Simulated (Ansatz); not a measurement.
# Ti (P6_3/mmc) in Ansatz: settings compared

Aim: see how the results for Ti move with the level of theory and the settings. Levels: PBEsol+D3(BJ), PBEsol, PBE, LDA. Tasks: density of states, elastic constants.

Everything below comes from runs of Ansatz 0.2.0. Logs are shortened: lines on timing, memory, paths and dates and some standing lists are left out, and cuts for length are marked.

**1. The structure**

Symmetry: P6_3/mmc, No. 194, hexagonal system. Conventional cell: a = 2.950 Å, b = 2.950 Å, c = 4.680 Å, α = 90.00°, β = 90.00°, γ = 120.00°. Ti (site symmetry -6m2) is surrounded by 12 Ti at 2.89 to 2.95 Å.

**2. Density of states, PBEsol+D3(BJ)**

input.yaml

```yaml
crystal:
  lattice:
    - [2.95, 0.0, 0.0]
    - [-1.475, 2.5547749412, 0.0]
    - [0.0, 0.0, 4.68]
  atoms:
    - { symbol: Ti, position: [0.6666666667, 0.3333333333, 0.75] }
    - { symbol: Ti, position: [0.3333333333, 0.6666666667, 0.25] }
kpoints:
  mp_grid: { grid: [10, 10, 6] }
scf:
  occupations: { method: methfessel_paxton, width: 0.1 }
hamiltonian:
  xc: pbesol
  dispersion: d3bj
  pseudopotentials: { kind: all_electron, lapw: { basis_error: 0.001 } }
output:
  forces: true
  stress: true
  eigenvalues: true
  dos: { projected: false, de: 0.1, e_range: [-14, 10] }
```

Potentials or basis: all-electron LAPW, scalar-relativistic.

The run is started by

```bash
$ ansatz run input.yaml --threads 1 --pin off --max-ram 3072MiB --backend cpu --events-out ev --progress --plain --runs-dir out
```

Log:

```text
Warning: RAYON_NUM_THREADS=1 ignored (pool sized by the plan → 1); use --threads N
LAPW: plane waves up to 7.596 Å⁻¹, error target 1.0e-3 eV per atom; small_component_spin mean_spin; Ti in spheres of 1.447 Å, 12 of its electrons in bands, Dirac shells [] (how accurate: hamiltonian.pseudopotentials.lapw.basis_error, Limitations)
Engine: ansatz 0.2.0, aarch64-unknown-linux-gnu
Pseudopotentials: kind: all_electron
Pseudopotential: Ti, LAPW, valence charge 12, lapw/all_electron/scalar/gaussian/Ti, Koelling and Harmon's equation, gaussian nucleus
Functional definition: PBEsol
  exchange = pbesol_x
  correlation = pbesol_c
Crystal: 2 atoms, lattice volume = 35.271 Å³
Basis set: ecut = 219.85864572657192 eV, 263 PW (Γ), exchange–correlation at level 2
Bands: 16, of which v1, the nominal top of the filled ones, is band 12 counted from 1 (11 counted from 0)
Symmetry: 24 space group operations
Space group: P63/mmc (ITA 194), of the structure as read, at distance tolerance 3.3e-5 Å
k-points: 56 of 600
Non-local potential: Ti, projectors of the file, none
Initial density: superposition of atomic densities (chi_scale 0.1, normalization cell)
Initial wavefunctions: plane waves of lowest kinetic energy (no species holds an atomic orbital)
Functional: x = pbesol(κ = 0.804, μ = 0.12345679012345678), c = pbesol(β = 0.046)
iter 1 solved again at ethr=7.28e-4 eV; its pass at ethr=1.00e-1 eV (dr2=1.75e-1 eV) is discarded
SCF iter   1: F=—  HF=-46416.707698 eV  |F-HF|=—  |Δ(HF+E_count)|=         —  Δρ=2.60e-2  dr2=1.77e-1  ethr=7.28e-4  ⟨swp⟩=2.7  Hψ=6372  notcnv=0
preconditioner: auto → none  [metal: Δε(μ)=0.024 eV  Ē_g=3.116 eV  σ=0.100 eV  W_gap=0.20  n_scr=8 (ndim 8)  ℏωp=17.7 eV  f_vac=0.000  D(μ)=1.86/eV (n_scr^D=22)  sad-step TF]
SCF iter   2: F=—  HF=-46416.320301 eV  |F-HF|=—  |Δ(HF+E_count)|=   3.87e-1  S|Δr|=    0.00e0  Δρ=8.88e-3  dr2=2.93e-2  ethr=7.28e-4  ⟨swp⟩=3.0  Hψ=3225  notcnv=0
SCF iter   3: F=—  HF=-46416.290902 eV  |F-HF|=—  |Δ(HF+E_count)|=   2.94e-2  S|Δr|=    0.00e0  Δρ=5.88e-3  dr2=1.09e-2  ethr=1.22e-4  ⟨swp⟩=2.7  Hψ=2964  notcnv=0
iter 4 solved again at ethr=4.28e-7 eV; its pass at ethr=4.55e-5 eV (dr2=1.03e-4 eV) is discarded
SCF iter   4: F=—  HF=-46416.288683 eV  |F-HF|=—  |Δ(HF+E_count)|=         —  Δρ=5.76e-4  dr2=1.03e-4  ethr=4.28e-7  ⟨swp⟩=2.3  Hψ=4646  notcnv=0
the basis was enlarged: its passes take 129.0 KiB over the memory plan, 1 of 1 planned eigensolver slots
SCF iter   5: F=—  HF=-46416.288647 eV  |F-HF|=—  |Δ(HF+E_count)|=   3.61e-5  S|Δr|=    0.00e0  Δρ=8.84e-5  dr2=2.37e-6  ethr=4.28e-7  ⟨swp⟩=2.0  Hψ=2820  notcnv=0
SCF iter   6: F=—  HF=-46416.288647 eV  |F-HF|=—  |Δ(HF+E_count)|=   1.43e-7  S|Δr|=    0.00e0  Δρ=1.50e-5  dr2=5.81e-8  ethr=9.86e-9  ⟨swp⟩=2.1  Hψ=2823  notcnv=0
SCF iter   7: F=-46416.288647 eV  HF=-46416.288647 eV  |F-HF|=1.42e-9  |Δ(HF+E_count)|=   1.45e-7  S|Δr|=    0.00e0  Δρ=7.91e-7  dr2=1.71e-10  ethr=2.42e-10  ⟨swp⟩=3.0  Hψ=3008  notcnv=0
SCF 1 converged in 7 iterations: F = -46416.288647 eV  dr2 = 1.71e-10
SCF converged after 7 iterations
Stability not checked: this state was not tested for a lower state beside it, because cold or Methfessel-Paxton smearing, or corrected tetrahedra, fill the levels in a way that the test cannot read (fill_not_monotonic; see scf.lower_state_search)
Free energy (F): -46416.288647 eV
Harris-Foulkes:  -46416.288647 eV  (|F-HF|=1.42e-9)
Internal energy: -46416.286908 eV  (E = F + TS)
E sigma→0 (E₀):  -46416.288212 eV
Entropy (-TS):   -0.001738 eV (-0.869 meV/atom)
Fermi energy:    13.407855 eV
Step filling:    the computed levels leave a gap of 0.0110 eV = 0.1 smearing widths at the electron count; against every level under it full and every level over it empty, smearing changes F+E_penalty+E_count by -0.798 meV and its σ→0 estimate by -0.364 meV
--- Per-component energies (eV) ---
  E_band       = -311.908926
  E_kinetic    = 46853.368817
  E_xc         = -2242.546700
  E_electrostatic = -91025.927517  (all electrons and nuclei)
  E_disp       = -1.181508  (pairwise vdW)
  E_smearing   = -0.001738  (= −TS)
  E_closure    = 0.000000  (closes the sum)
  E_atoms      = -46400.709995  (free atoms, spherical and without spin; not in F)
  Σ components = -46416.288647   (vs F -46416.288647, Δ=0.00e0)
  Basis errors (estimates in eV, not in F): energy 1.3e-4 per atom: plane waves 9.1e-5 (4.6e-5 summed), levels above the bands 4.2e-93, relativity 4.9e-9, radial functions 4.4e-5, core shells 2.4e-8; eigenvalues (radial functions only) 9.6e-7; not estimated: angular momenta, meshes, grids; target (lapw.basis_error) 1.0e-3; muffin-tin radii Ti 1.447 Å
--- Forces (eV/Å), atoms counted from 1 ---
  atom   1  Ti    -0.00000000    -0.00000000     0.00000000
  atom   2  Ti    -0.00000000    -0.00000000    -0.00000000
  max |Σ_I F_I| component: 7.40e-17 eV/Å
--- Stress (GPa, compression-positive) ---
      -11.011570       0.000000       0.000000
        0.000000     -11.011570      -0.000000
        0.000000      -0.000000     -11.445200
  P = ⅓ Tr σ = -11.1561 GPa (-111.561 kbar)
--- Band table (eV; the first three rows and the last of 56) ---
  k-point 0: bands = ["-43.1936", "-43.0620", "-19.8872", "-19.2625", "-19.2625", "-19.2019", "-19.1652", "-19.1652", "7.2644", "10.7654", "14.1394", "14.1902", "14.1902", "14.2932", "14.6781", "14.6781"]
  k-point 1: bands = ["-43.1849", "-43.0709", "-19.8430", "-19.2560", "-19.2560", "-19.2496", "-19.1717", "-19.1717", "7.4941", "10.6285", "13.7959", "14.0971", "14.0971", "14.1682", "14.5588", "14.5588"]
  k-point 2: bands = ["-43.1610", "-43.0952", "-19.7210", "-19.3785", "-19.2383", "-19.2383", "-19.1896", "-19.1896", "8.1468", "10.0601", "13.4096", "13.8491", "14.0217", "14.0217", "14.3090", "14.3090"]
  k-point 55: bands = ["-43.0509", "-43.0509", "-19.7116", "-19.7116", "-19.5095", "-19.5095", "-19.2937", "-19.2937", "11.9123", "11.9123", "12.6279", "12.6279", "13.1934", "13.1934", "15.0504", "15.0504"]
```

It took 7.1 s on 1 thread of Arm Neoverse V1, shared host; peak memory 0.27 GiB.

What came out:

```
Free energy            : -46416.2886 eV
Pressure               : -11.2 GPa
Band gap on the k mesh : none (metal or under the smearing width)
```

States per cell in windows of 1 eV (zero at the Fermi level; states under -8 eV left out):
| from (eV) | total |
| --- | --- |
| -8.0 | 0.00 |
| -7.0 | 0.00 |
| -6.0 | 0.13 |
| -5.0 | 0.29 |
| -4.0 | 0.54 |
| -3.0 | 1.59 |
| -2.0 | 2.42 |
| -1.0 | 2.87 |
| 0.0 | 4.07 |
| 1.0 | 2.92 |
| 2.0 | 1.04 |
| 3.0 | 0.12 |
| 4.0 | 0.00 |
| 5.0 | 0.00 |
| 6.0 | 0.00 |
| 7.0 | 0.00 |

Caveat: pairwise dispersion overbinds metals, which lowers pressure and volume.

**3. Elastic constants, PBEsol**

input.yaml

```yaml
crystal:
  lattice:
    - [2.95, 0.0, 0.0]
    - [-1.475, 2.5547749412, 0.0]
    - [0.0, 0.0, 4.68]
  atoms:
    - { symbol: Ti, position: [0.6666666667, 0.3333333333, 0.75] }
    - { symbol: Ti, position: [0.3333333333, 0.6666666667, 0.25] }
kpoints:
  mp_grid: { grid: [7, 7, 5] }
scf:
  occupations: { method: fermi_dirac, width: 0.05 }
hamiltonian:
  xc: pbesol
  pseudopotentials: { kind: all_electron, lapw: { basis_error: 0.001 } }
output:
  forces: true
  stress: true
elastic:
  mode: clamped_ion
  stencil: two_point
```

Potentials or basis: all-electron LAPW, scalar-relativistic.

The run is started by

```bash
$ ansatz run input.yaml --threads 1 --pin off --max-ram 3072MiB --backend cpu --events-out ev --progress --plain --runs-dir out
```

Wall time 43 s (1 thread of Arm Neoverse V1, shared host); peak memory 0.33 GiB.

The run converged. Its results:

- Free energy: -46415.1137 eV
- Pressure: -5.5 GPa
- Band gap on the k mesh: none (metal or under the smearing width)
- Voigt bulk modulus: 100 GPa

Stress tensor (GPa, compression positive):
```
-5.61  0.00  0.00
 0.00 -5.61  0.00
 0.00  0.00 -5.20
```

Levels at points of the mesh, in eV from the Fermi level:
```csv
k point,band 9,band 10,band 11,band 12,band 13,band 14,band 15,band 16
"(0.00, 0.00, 0.00)",-6.19,-2.69,0.68,0.73,0.73,0.84,1.22,1.22
```

Elastic tensor in Voigt notation (GPa, ions clamped, in the Cartesian axes of the cell as first typed):
```
173  53  66   0   0   0
 53 173  66   0   0   0
 67  67 181   0   0   0
  0   0   0  37   0   0
  0   0   0   0  37   0
  0   0   0   0   0  60
```

Caveat: the k mesh is thin for a metal, which can move the energy by tens of meV per atom; a metal's response needs a denser mesh; the cell is more than 3 GPa from zero pressure, which shifts response properties; elastic constants of metals need much finer meshes, so these are rough.

**4. Elastic constants, PBE**

input.yaml, as its differences from that of step 3:

```diff
@@ -13,3 +13,3 @@
 hamiltonian:
-  xc: pbesol
+  xc: pbe
   pseudopotentials: { kind: all_electron, lapw: { basis_error: 0.001 } }
@@ -19,3 +19,3 @@
 elastic:
-  mode: clamped_ion
+  mode: relaxed_ion
   stencil: two_point
```

Potentials or basis: all-electron LAPW, scalar-relativistic.

The run is started by

```bash
$ ansatz run input.yaml --threads 1 --pin off --max-ram 3072MiB --backend cpu --events-out ev --progress --plain --runs-dir out
```

Log:

```text
Warning: RAYON_NUM_THREADS=1 ignored (pool sized by the plan → 1); use --threads N
LAPW: plane waves up to 7.815 Å⁻¹, error target 1.0e-3 eV per atom; small_component_spin mean_spin; Ti in spheres of 1.404 Å, 12 of its electrons in bands, Dirac shells [] (how accurate: hamiltonian.pseudopotentials.lapw.basis_error, Limitations)
Engine: ansatz 0.2.0, x86_64-unknown-linux-gnu
Pseudopotentials: kind: all_electron
Pseudopotential: Ti, LAPW, valence charge 12, lapw/all_electron/scalar/gaussian/Ti, Koelling and Harmon's equation, gaussian nucleus
Functional definition: PBE
  parameter kappa = 0.804
  parameter beta = 0.06672455060314922
  exchange = pbe_x(kappa = kappa, mu = beta*pi^2/3)
  correlation = pbe_c(beta = beta)
Crystal: 2 atoms, lattice volume = 35.271 Å³
Basis set: ecut = 232.698904559587 eV, 287 PW (Γ), exchange–correlation at level 2
Bands: 16, of which v1, the nominal top of the filled ones, is band 12 counted from 1 (11 counted from 0)
Symmetry: 24 space group operations
Space group: P63/mmc (ITA 194), of the structure as read, at distance tolerance 3.3e-5 Å
k-points: 24 of 245
Non-local potential: Ti, projectors of the file, none
Initial density: superposition of atomic densities (chi_scale 0.1, normalization cell)
Initial wavefunctions: plane waves of lowest kinetic energy (no species holds an atomic orbital)
Functional: x = pbe(κ = 0.804, μ = 0.2195149727645171), c = pbe(β = 0.06672455060314922)
iter 1 solved again at ethr=8.95e-4 eV; its pass at ethr=1.00e-1 eV (dr2=2.15e-1 eV) is discarded
SCF iter   1: F=—  HF=-46467.042564 eV  |F-HF|=—  |Δ(HF+E_count)|=         —  Δρ=2.83e-2  dr2=2.17e-1  ethr=8.95e-4  ⟨swp⟩=2.4  Hψ=2694  notcnv=0
preconditioner: auto → none  [metal: Δε(μ)=0.066 eV  Ē_g=3.108 eV  σ=0.050 eV  W_gap=0.30  n_scr=8 (ndim 8)  ℏωp=17.7 eV  f_vac=0.000  D(μ)=1.77/eV (n_scr^D=22)  sad-step TF]
SCF iter   2: F=—  HF=-46466.684811 eV  |F-HF|=—  |Δ(HF+E_count)|=   3.58e-1  Δρ=9.89e-3  dr2=3.56e-2  ethr=8.95e-4  ⟨swp⟩=3.0  Hψ=1426  notcnv=0
SCF iter   3: F=—  HF=-46466.664173 eV  |F-HF|=—  |Δ(HF+E_count)|=         —  Δρ=6.45e-3  dr2=1.34e-2  ethr=1.48e-4  ⟨swp⟩=2.2  Hψ=1302  notcnv=0
the basis was enlarged: its passes take 74.2 KiB over the memory plan, 1 of 1 planned eigensolver slots
[... 170 lines left out ...]
       -1.414993      -0.000000       0.000000
       -0.000000      -1.414993       0.000000
        0.000000       0.000000      -0.898788
  P = ⅓ Tr σ = -1.2429 GPa (-12.429 kbar)
--- Band table (eV; the first three rows and the last of 24) ---
  k-point 0: bands = ["-43.3066", "-43.1778", "-19.8896", "-19.2799", "-19.2799", "-19.2152", "-19.1842", "-19.1842", "7.3977", "10.8977", "14.2551", "14.3104", "14.3104", "14.4122", "14.7955", "14.7955"]
  k-point 1: bands = ["-43.2944", "-43.1902", "-19.8274", "-19.2820", "-19.2708", "-19.2708", "-19.1934", "-19.1934", "7.7259", "10.6885", "13.8078", "14.1956", "14.1956", "14.2357", "14.6325", "14.6325"]
  k-point 2: bands = ["-43.2625", "-43.2227", "-19.6626", "-19.4544", "-19.2470", "-19.2470", "-19.2174", "-19.2174", "8.6332", "9.8305", "13.5151", "13.8215", "14.1562", "14.1562", "14.3344", "14.3344"]
  k-point 23: bands = ["-43.1720", "-43.1647", "-19.7224", "-19.7087", "-19.5356", "-19.4794", "-19.3301", "-19.3056", "11.8959", "11.9136", "12.6317", "12.9733", "13.2302", "13.5079", "14.9542", "15.4494"]
--- Elastic constants: 3 strain directions × 2 members + reference (group order 24) ---
  dense FFT box of the reference and of every strained cell: 16×16×24
  strains applied: 11, 33, 23; error gains: componentwise 1.00 (the most a stress slope's error grows in a printed constant), spectral 1.41 (1 for all six strains in a standard setting)
  C = ∂σ_k/∂η_j (tension-positive GPa; Voigt order 11 22 33 23 13 12):
       159.305     85.512     72.315     -0.000      0.000      0.000
        85.512    159.305     72.315     -0.000      0.000      0.000
        72.811     72.811    193.280     -0.000      0.000      0.000
         0.000     -0.000      0.000     38.725     -0.000     -0.000
        -0.000      0.000      0.000     -0.000     38.725      0.000
        -0.000      0.000     -0.000     -0.000      0.000     36.897
  reference stress σ⁰ (GPa):      1.415      1.415      0.899     -0.000     -0.000      0.000
  no Pulay correction (none for the plane-wave cutoff is built on LAPW): the batch's stresses and constants are at fixed plane waves
  C* (energy form; C + prestress term) asymmetry max|C*_kj − C*_jk| = 2.000e-2 GPa — a small one proves nothing (zero by symmetry where the batch's group is 432, −43m or m−3m); a large one is finite-difference/SCF noise where every solve meets its electron count
  moduli (Voigt/Reuss/Hill, GPa): K = 108.13/107.84/107.99   G = 41.62/40.49/41.05   E = 109.31   ν = 0.331
  mechanically stable: yes (min eigenvalue of sym C = 36.90 GPa)
  where every solve meets its electron count the energy-path curvature estimates C_jj along a normal strain and C_jj − ¼(σ⁰_aa + σ⁰_bb) along a shear (ab), closely only under elastic.basis: deformed
  strain η (Voigt 11):  stress-route row diagonal C_11 = 159.30 GPa, energy-path curvature d²(F+E_count)/dδ²/Ω₀ = 159.31 GPa
         δ    σ_11 (GPa)             F (eV)   n_scf  n_hpsi   n_pw
    -2.000e-3       1.0949      -46466.6636725       2    8491    300   relax 3 steps, max|allowed force component| 1.91e-6 eV/Å
     2.000e-3       1.7321      -46466.6624269       2    8529    300   relax 3 steps, max|allowed force component| 1.77e-7 eV/Å
  strain η (Voigt 33):  stress-route row diagonal C_33 = 193.28 GPa, energy-path curvature d²(F+E_count)/dδ²/Ω₀ = 193.33 GPa
         δ    σ_33 (GPa)             F (eV)   n_scf  n_hpsi   n_pw
    -2.000e-3       0.5128      -46466.6634306       7   12488    300   relax 0 steps, max|allowed force component| 1.57e-16 eV/Å
     2.000e-3       1.2859      -46466.6626389       7   12476    300   relax 0 steps, max|allowed force component| 1.48e-16 eV/Å
  strain η (Voigt 23):  stress-route row diagonal C_44 = 38.73 GPa, energy-path curvature d²(F+E_count)/dδ²/Ω₀ = 38.15 GPa
         δ    σ_23 (GPa)             F (eV)   n_scf  n_hpsi   n_pw
    -2.000e-3      -0.0774      -46466.6631030       2   12028    300   relax 1 steps, max|allowed force component| 1.20e-5 eV/Å
     2.000e-3       0.0775      -46466.6631030       2   12068    300   relax 1 steps, max|allowed force component| 1.20e-5 eV/Å
```

elastic.tsv:

```text
# convention: tension-positive GPa; Voigt order 11 22 33 23 13 12; engineering shear strains; stresses and constants hold the Pulay correction, whose part of sigma0, of c and of each member's stress the lines and columns named pulay_correction_..._gpa give (of c_energy it is that of c and, on the columns of strains 1 to 3, that of sigma0; of a layer's constants it is that of c in the plane, times a tenth of its plane spacing in ang); where a line pulay_correction_withheld stands none holds it
[... 15 lines left out ...]
6	-1.1154887846e-15	2.0716220286e-15	-5.2590727015e-31	-7.6665415815e-32	7.0929758192e-49	3.6896661139e1	-9.0703877815e-16	2.2800720351e-15	2.0845000647e-16	-7.6665415815e-32	7.0929758192e-49	3.6896661139e1	nan	nan	nan	nan	nan	nan
```

It took 52 s on 1 thread of Intel Xeon Platinum 8488C (Sapphire Rapids), shared host; peak memory 0.38 GiB.

What came out:

```
Free energy            : -46466.6631 eV
Pressure               : -1.2 GPa
Band gap on the k mesh : none (metal or under the smearing width)
Voigt bulk modulus     : 108 GPa
```

Elastic tensor in Voigt notation (GPa, in the Cartesian axes of the cell as first typed):
```
159  86  72   0   0   0
 86 159  72   0   0   0
 73  73 193   0   0   0
  0   0   0  39   0   0
  0   0   0   0  39   0
  0   0   0   0   0  37
```

Caveat: the k mesh is thin for a metal, which can move the energy by tens of meV per atom; a metal's response needs a denser mesh; elastic constants of metals need much finer meshes, so these are rough.

**5. Elastic constants, LDA**

input.yaml, as its differences from that of step 4:

```diff
@@ -13,3 +13,3 @@
 hamiltonian:
-  xc: pbe
+  xc: lda
   pseudopotentials: { kind: all_electron, lapw: { basis_error: 0.001 } }
```

The run is started by

```bash
$ ansatz run input.yaml --threads 1 --pin off --max-ram 3072MiB --backend cpu --events-out ev --progress --plain --runs-dir out
```

Wall time 51 s (1 thread of Intel Xeon Platinum 8488C (Sapphire Rapids), shared host); peak memory 0.34 GiB.

It converged, with:

* Free energy: -46368.0300 eV
* Pressure: -9.5 GPa
* Band gap on the k mesh: none (metal or under the smearing width)
* Voigt bulk modulus: 92 GPa

Stress tensor (GPa, compression positive):
```
-9.63  0.00  0.00
 0.00 -9.63  0.00
 0.00  0.00 -9.29
```

Levels at points of the mesh, in eV from the Fermi level:
| k point | band 9 | band 10 | band 11 | band 12 | band 13 | band 14 | band 15 | band 16 |
| --- | --- | --- | --- | --- | --- | --- | --- | --- |
| (0.00, 0.00, 0.00) | -6.11 | -2.67 | 0.70 | 0.70 | 0.79 | 0.82 | 1.19 | 1.19 |

Elastic tensor in Voigt notation (GPa, in the Cartesian axes of the cell as first typed):
```
127  75  67   0   0   0
 75 127  67   0   0   0
 68  68 150   0   0   0
  0   0   0  31   0   0
  0   0   0   0  31   0
  0   0   0   0   0  26
```

Caveat: the k mesh is thin for a metal, which can move the energy by tens of meV per atom; a metal's response needs a denser mesh; the cell is more than 3 GPa from zero pressure, which shifts response properties; elastic constants of metals need much finer meshes, so these are rough.

**6. The runs side by side**

| task | level | k mesh | cutoff (eV) | smearing | gap on the mesh (eV) | pressure (GPa) |
| --- | --- | --- | --- | --- | --- | --- |
| density of states | PBEsol+D3(BJ) | 10 × 10 × 6 | 220 | methfessel-paxton 0.1 eV | none | -11.2 |
| elastic constants | PBEsol | 7 × 7 × 5 | 232 | fermi-dirac 0.05 eV | none | -5.5 |
| elastic constants | PBE | 7 × 7 × 5 | 233 | fermi-dirac 0.05 eV | none | -1.2 |
| elastic constants | LDA | 7 × 7 × 5 | 232 | fermi-dirac 0.05 eV | none | -9.5 |

Alike in all rows: potentials or basis all-electron LAPW, scalar-relativistic; no spin polarisation; cell as given; basis error allowed 0.001 eV/atom.

Every run on the cell as given and a fine mesh finds a metal. The pressure there spans -11.2 GPa (PBEsol+D3(BJ)) to -1.2 GPa (PBE); a positive pressure means that this level wants a larger cell, a negative one a smaller.

Caveats: the k mesh is thin for a metal, which can move the energy by tens of meV per atom (some runs); a metal's response needs a denser mesh (some runs); elastic constants of metals need much finer meshes, so these are rough (some runs); the cell is more than 3 GPa from zero pressure, which shifts response properties (some runs); pairwise dispersion overbinds metals, which lowers pressure and volume (some runs).

Compare energies only between runs with the same functional and basis.
